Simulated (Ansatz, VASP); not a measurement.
# ZrB2: VASP beside Ansatz

```
Zr B
1.0
     3.22830    0.00000    0.00000
    -1.61415    2.79579    0.00000
     0.00000    0.00000    3.52000
Zr B
1 2
Direct
  0.00000 0.00000 0.00000
  0.33333 0.66667 0.50000
  0.66667 0.33333 0.50000
```

Change from the starting cell: equal xx and yy strain of +2 %.

Alike in both runs: task single point; functional LDA; k mesh 12 × 12 × 9; occupations fermi-dirac, width 0.05 eV; no spin polarisation.

|  | VASP | Ansatz |
| --- | --- | --- |
| version | VASP 6.6.1 | Ansatz 0.2.0 |
| potentials or method | VASP PAW LDA potentials, release 64 (Zr_sv, B), cutoff 520 eV | all-electron LAPW, scalar-relativistic |

Ansatz gave:

| Property | Result |
| --- | --- |
| pressure (GPa) | -16.0 |
| largest component of the traceless stress (GPa) | 5.53 |

Q: Which values does VASP return?

A: Pressure (GPa): -15.6; largest component of the traceless stress (GPa): 5.52.

Ansatz ran all-electron here, so the differences hold the error of VASP's frozen core and of both bases.

Caveats: so large a pressure means that the cell lies far from this level's equilibrium, or that cutoff or potentials fall short (VASP).
